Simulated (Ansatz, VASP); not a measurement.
## AlNi: VASP beside Ansatz

```xyz
2
Lattice="2.0213 -2.0213 0.0000 2.0213 2.0213 0.0000 0.0000 0.0000 2.8694" Properties=species:S:1:pos:R:3 pbc="T T T"
Al    0.0000    0.0000    0.0000
Ni    2.0213    0.0000    1.4347
```

Alike in both runs: functional PBEsol; k mesh 16 × 16 × 14; occupations gaussian, width 0.1 eV; no spin polarisation.

Ansatz relaxed the structure, and its values are those at the end. VASP's run is a single point on that final structure, the one shown.

```csv
,VASP,Ansatz
version,VASP 6.6.1,Ansatz 0.2.0
potentials or method,"VASP PAW PBE potentials, release 64 (Al, Ni)","scalar-relativistic, plane waves, PAW"
plane-wave cutoff (eV),520,420
valence electrons in the cell,13,21
```

|  | VASP | Ansatz | Ansatz less VASP |
| --- | --- | --- | --- |
| gap on the k mesh at the Fermi level (eV) | none | none | - |
| pressure (GPa) | 0.1 | 0.0 | -0.13 |

A gap of «none» marks a metal or a gap that the smearing closes. The two sets of potentials don't hold the same shells in valence.

Caveats: the PAW data sets were made with another functional, which shifts forces and pressure a little (VASP). Spin polarisation is off, so any magnetic state and its effect on volume and gap are missing.
